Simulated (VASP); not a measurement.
# Ag (Fm-3m) in VASP: settings compared

The runs below take Ag through relaxation of cell and atoms, with PBE+D3(BJ), LDA.

All numbers are computed with VASP 6.6.1; they aren't measurements. Logs are shortened: lines on timing, memory, paths and dates and some standing lists are left out, and cuts for length are marked.

## (1) Starting point

Symmetry: Fm-3m, No. 225, cubic system. The conventional cell has a = 4.071 Å, b = 4.071 Å, c = 4.071 Å, α = 90.00°, β = 90.00°, γ = 90.00°. Ag (site symmetry m-3m) is surrounded by 12 Ag at 2.88 Å.

## (2) Relaxation of cell and atoms, PBE+D3(BJ)

File INCAR:

```
SYSTEM = Ag
  PREC = Accurate
  ENCUT = 600
  EDIFF = 1E-7
  ISMEAR = 1
  SIGMA = 0.1
  LREAL = .FALSE.
  LASPH = .TRUE.
  NELM = 80
  ALGO = Normal
  ISIF = 3
  LWAVE = .FALSE.
  LCHARG = .FALSE.
  GGA = PE
  IVDW = 12
  IBRION = 2
  NSW = 90
  EDIFFG = -0.005
```

File KPOINTS:

```
regular mesh
0
G
  18 18 18
  0 0 0
```

File POSCAR:

```
Ag                                      
1.0
    0.0000000000      2.0353266220      2.0353266220
    2.0353266220      0.0000000000      2.0353266220
    2.0353266220      2.0353266220      0.0000000000
  Ag            
     1
Direct
     0.0000000000000000    0.0000000000000000    0.0000000000000000
```

Potentials or basis: VASP PAW PBE potentials, release 64 (Ag).

Command:

```sh
$ cat potpaw_PBE.64/Ag/POTCAR > POTCAR
$ mpirun -np 1 vasp_std > vasp.out
```

OUTCAR:

```text
SYSTEM = Ag
   PREC = Accurate
   ENCUT = 600
   EDIFF = 1E-7
   ISMEAR = 1
   LREAL = .FALSE.
   LASPH = .TRUE.
   NELM = 80
   ISIF = 3
   GGA = PE
   IVDW = 12
   IBRION = 2
   NSW = 90
   EDIFFG = -0.005
 IVDW          = 12

 ion  position               nearest neighbor table
   1  0.000  0.000  0.000-

  LATTYP: Found a face centered cubic cell.
 ALAT       =     4.0706532440

  Lattice vectors:

 A1 = (   0.0000000000,   2.0353266220,   2.0353266220)
 A2 = (   2.0353266220,   0.0000000000,   2.0353266220)
 A3 = (   2.0353266220,   2.0353266220,   0.0000000000)

Analysis of symmetry for initial positions (statically):
=====================================================================
 Subroutine PRICEL returns:
 Original cell was already a primitive cell.

 Routine SETGRP: Setting up the symmetry group for a
 face centered cubic supercell.

 Subroutine GETGRP returns: Found 48 space group operations
 (whereof 48 operations were pure point group operations)
 out of a pool of 48 trial point group operations.

The static configuration has the point symmetry O_h .

Analysis of symmetry for dynamics (positions and initial velocities):
=====================================================================
 Subroutine PRICEL returns:
 Original cell was already a primitive cell.

 Routine SETGRP: Setting up the symmetry group for a
 face centered cubic supercell.

 Subroutine GETGRP returns: Found 48 space group operations
 (whereof 48 operations were pure point group operations)
 out of a pool of 48 trial point group operations.

The dynamic configuration has the point symmetry O_h .

 Subroutine INISYM returns: Found 48 space group operations
 (whereof 48 operations are pure point group operations),
 and found     1 'primitive' translations

----------------------------------------------------------------------------------------

                                     Primitive cell

  volume of cell :      16.8629

  direct lattice vectors                    reciprocal lattice vectors
     0.000000000  2.035326622  2.035326622    -0.245660817  0.245660817  0.245660817
     2.035326622  0.000000000  2.035326622     0.245660817 -0.245660817  0.245660817
     2.035326622  2.035326622  0.000000000     0.245660817  0.245660817 -0.245660817

  length of vectors
     2.878386513  2.878386513  2.878386513     0.425497016  0.425497016  0.425497016

  position of ions in fractional coordinates (direct lattice)
     0.000000000  0.000000000  0.000000000

  ion indices of the primitive-cell ions
   primitive index   ion index
                 1           1

----------------------------------------------------------------------------------------

 KPOINTS: regular mesh

Automatic generation of k-mesh.
 Grid dimensions read from file:
 generate k-points for:   18   18   18

 Generating k-lattice:

  Cartesian coordinates                     Fractional coordinates (reciprocal lattice)
    -0.013647823  0.013647823  0.013647823     0.055555556  0.000000000  0.000000000
     0.013647823 -0.013647823  0.013647823     0.000000000  0.055555556  0.000000000
     0.013647823  0.013647823 -0.013647823     0.000000000  0.000000000  0.055555556

  Length of vectors
     0.023638723  0.023638723  0.023638723

  Shift w.r.t. Gamma in fractional coordinates (k-lattice)
     0.000000000  0.000000000  0.000000000

 Subroutine IBZKPT returns following result:
 ===========================================

 Found    195 irreducible k-points:

 Following reciprocal coordinates:
            Coordinates               Weight
  0.000000  0.000000  0.000000      1.000000
  0.055556  0.000000  0.000000      8.000000
  0.111111  0.000000  0.000000      8.000000
  0.166667  0.000000  0.000000      8.000000
  0.222222  0.000000  0.000000      8.000000
  0.277778  0.000000  0.000000      8.000000
[... 16 lines left out ...]
 -0.277778  0.055556  0.000000     24.000000
 -0.222222  0.055556  0.000000     24.000000
 [... further k-points ...]
   k-points           NKPTS =    195   k-points in BZ     NKDIM =    195   number of bands    NBANDS=      9
   number of dos      NEDOS =    301   number of ions     NIONS =      1
   total plane-waves  NPLWV =  13824
   dimension x,y,z NGX =    24 NGY =   24 NGZ =   24
   dimension x,y,z NGXF=    48 NGYF=   48 NGZF=   48
   ions per type =               1
   NGX,Y,Z   is equivalent  to a cutoff of  13.86, 13.86, 13.86 a.u.
   NGXF,Y,Z  is equivalent  to a cutoff of  27.72, 27.72, 27.72 a.u.
 SYSTEM =  Ag
   PREC   = accura    normal or accurate (medium, high low for compatibility)
   ISTART =      0    job   : 0-new  1-cont  2-samecut
   ICHARG =      2    charge: 1-file 2-atom 10-const
   ISPIN  =      1    spin polarized calculation?
   LNONCOLLINEAR =      F non collinear calculations
   LSORBIT =      F    spin-orbit coupling
   LASPH  =      T    aspherical Exc in radial PAW
   ENCUT  =  600.0 eV  44.10 Ry    6.64 a.u.   5.75  5.75  5.75*2*pi/ulx,y,z
   NELM   =     80;   NELMIN=  2; NELMDL= -5     # of ELM steps
   EDIFF  = 0.1E-06   stopping-criterion for ELM
   LREAL  =      F    real-space projection
   EDIFFG = -.5E-02   stopping-criterion for IOM
   NSW    =     90    number of steps for IOM
   IBRION =      2    ionic relax: 0-MD 1-quasi-New 2-CG
   NFREE  =      1    steps in history (QN), initial steepest desc. (CG)
   ISIF   =      3    stress and relaxation
   ISYM   =      2    0-nonsym 1-usesym 2-fastsym
   POTIM  = 0.5000    time-step for ionic-motion
   TEBEG  =    0.0;   TEEND  =   0.0 temperature during run
   PSTRESS=    0.0 pullay stress
   NELECT =      11.0000    total number of electrons
   NUPDOWN=      -1.0000    fix difference up-down
   EMIN   =  10.00;   EMAX   =-10.00  energy-range for DOS
   EFERMI =   0.00;   METHOD = LEGACY
   ISMEAR =     1;   SIGMA  =   0.10  broadening in eV -4-tet -1-fermi 0-gaus
   EFERMI_NEDOS =   21; number of points for ismear=-14 and -15
   IALGO  =     38    algorithm
   IMIX   =      4    mixing-type and parameters
     AMIX     =   0.40;   BMIX     =  1.00
     AMIX_MAG =   1.60;   BMIX_MAG =  1.00
  volume/ion in A,a.u.               =      16.86       113.80
  Fermi-wavevector in a.u.,A,eV,Ry     =   1.419804  2.683040 27.427200  2.015842
  Thomas-Fermi vector in A             =   2.540786
   LORBIT       =      0    0 simple, 1 ext, 2 COOP (PROOUT), +10 PAW based schemes
   GGA     = PE    functional components
   LHFCALC =     F    Hartree Fock is set to
   AEXX    =    0.0000 exact exchange contribution
   IVDW    =    12    specifies the selected vdW correction
   LEPSILON=     F    determine dielectric tensor
   LRPA    =     F    only Hartree local field effects (RPA)
 conjugate gradient relaxation of ions
 non-spin polarized calculation
 Methfessel and Paxton  Order N= 1 SIGMA  =   0.10
  energy-cutoff  :      600.00
  volume of cell :       16.86
 maximum number of plane-waves:       588
   NGX = 11   NGY = 11   NGZ = 11

 number of electron      11.0000000 magnetization

 Free energy of the ion-electron system (eV)
  ---------------------------------------------------
  ext. energy  EPLUGINS =         0.00000000
  ---------------------------------------------------
  free energy    TOTEN  =        -2.70330017 eV

  energy without entropy =       -2.70311341  energy(sigma->0) =       -2.70323792

 E-fermi :   8.5397     XC(G=0): -12.2760

 val. band max:        8.5178903324   @ k =   0.5000   0.1667   0.0556
 cond. band min:       8.6966918444   @ k =   0.5000   0.3333   0.1111
 fundamental gap:      0.1788015120
 Fermi energy:         8.5396834091

 k-point     1 :       0.0000    0.0000    0.0000
  band No.  band energies     occupation
      1       0.7351      2.00000
      2       3.7383      2.00000
      3       3.7383      2.00000
      4       3.7383      2.00000
      5       4.7928      2.00000
      6       4.7928      2.00000
      7      24.6327      0.00000
      8      28.2770      0.00000
      9      28.2770      0.00000

 k-point     2 :       0.0556    0.0000    0.0000
  band No.  band energies     occupation
      1       0.8328      2.00000
      2       3.7151      2.00000
      3       3.7657      2.00000
      4       3.7657      2.00000
      5       4.7820      2.00000
      6       4.7820      2.00000
      7      24.6586      0.00000
      8      27.4358      0.00000
      9      28.3215      0.00000

 k-point     3 :       0.1111    0.0000    0.0000
  band No.  band energies     occupation
      1       1.1149      2.00000
      2       3.6611      2.00000
      3       3.8372      2.00000
      4       3.8372      2.00000
      5       4.7608      2.00000
      6       4.7608      2.00000
      7      24.4413      0.00000
      8      26.0110      0.00000
      9      28.4315      0.00000

 k-point     4 :       0.1667    0.0000    0.0000
  band No.  band energies     occupation
      1       1.5369      2.00000
      2       3.6331      2.00000
      3       3.9167      2.00000
      4       3.9167      2.00000
      5       4.7648      2.00000
      6       4.7648      2.00000
      7      22.9670      0.00000
      8      25.5478      0.00000
      9      28.5328      0.00000
[... 205 lines left out ...]
 k-point    22 :      -0.3333    0.0556    0.0000
  band No.  band energies     occupation
      1       2.2882      2.00000
      2       3.8074      2.00000
      3       3.8601      2.00000
      4       4.9551      2.00000
      5       5.1721      2.00000
      6       6.0730      2.00000
      7      16.0100      0.00000
      8      24.2363      0.00000
      9      26.2753      0.00000

 k-point    23 :      -0.2778    0.0556    0.0000
  band No.  band energies     occupation
      1       2.3079      2.00000
      2       3.8715      2.00000
      3       3.9346      2.00000
      4       4.3669      2.00000
      5       4.9382      2.00000
      6       5.4463      2.00000
      7      18.0854      0.00000
      8      24.5697      0.00000
      9      26.7960      0.00000

 k-point    24 :      -0.2222    0.0556    0.0000
  band No.  band energies     occupation
      1       2.1592      2.00000
      2       3.7452      2.00000
      3       3.9870      2.00000
      4       4.0055      2.00000
      5       4.7433      2.00000
      6       5.1166      2.00000
      7      20.2371      0.00000
      8      24.8855      0.00000
      9      27.3386      0.00000

 [... further k-points ...]

------------------------ aborting loop because EDIFF is reached ----------------------------------------

 Edisp (eV)   -0.59568

 E8    (eV) :    -0.2603

  FORCE on cell =-STRESS in cart. coord.  units (eV):
  Direction    XX          YY          ZZ          XY          YZ          ZX
  --------------------------------------------------------------------------------------
  -------------------------------------------------------------------------------------
  Total       0.00064     0.00064     0.00064    -0.00000    -0.00000    -0.00000
  in kB       0.06037     0.06037     0.06037    -0.00000    -0.00000    -0.00000
  external pressure =        0.06 kB  Pullay stress =        0.00 kB

 VOLUME and BASIS-vectors are now :
 -----------------------------------------------------------------------------
  energy-cutoff  :      600.00
  volume of cell :       16.86
      direct lattice vectors                 reciprocal lattice vectors
     0.000000000  2.035326622  2.035326622    -0.245660817  0.245660817  0.245660817
     2.035326622  0.000000000  2.035326622     0.245660817 -0.245660817  0.245660817
     2.035326622  2.035326622  0.000000000     0.245660817  0.245660817 -0.245660817

 POSITION                                       TOTAL-FORCE (eV/Angst)
 -----------------------------------------------------------------------------------
      0.00000      0.00000      0.00000         0.000000      0.000000      0.000000
 -----------------------------------------------------------------------------------
    total drift:                               -0.000000      0.000000     -0.000000

  FREE ENERGIE OF THE ION-ELECTRON SYSTEM (eV)
  ---------------------------------------------------
  free  energy   TOTEN  =        -3.2989771630 eV

  energy  without entropy=       -3.2987904056  energy(sigma->0) =       -3.29891491

 reached required accuracy - stopping structural energy minimisation
```

It took 8.5 s on 1 thread of Intel Xeon 6975P-C (Granite Rapids), shared host; peak memory 0.18 GiB.

Results:

* Free energy: -3.2990 eV
* Pressure after relaxing: 0.0 GPa
* Band gap on the k mesh: none (metal or under the smearing width)
* Dispersion energy per atom: -0.596 eV

Final structure:
```
CELL_PARAMETERS angstrom
0.00000 2.03533 2.03533
2.03533 0.00000 2.03533
2.03533 2.03533 0.00000
ATOMIC_POSITIONS crystal
Ag 0.00000 0.00000 0.00000
```

Caveat: the relaxation stopped at its first step, so nothing moved; pairwise dispersion overbinds metals, which lowers pressure and volume.

(Continued in part 2 of 2.)
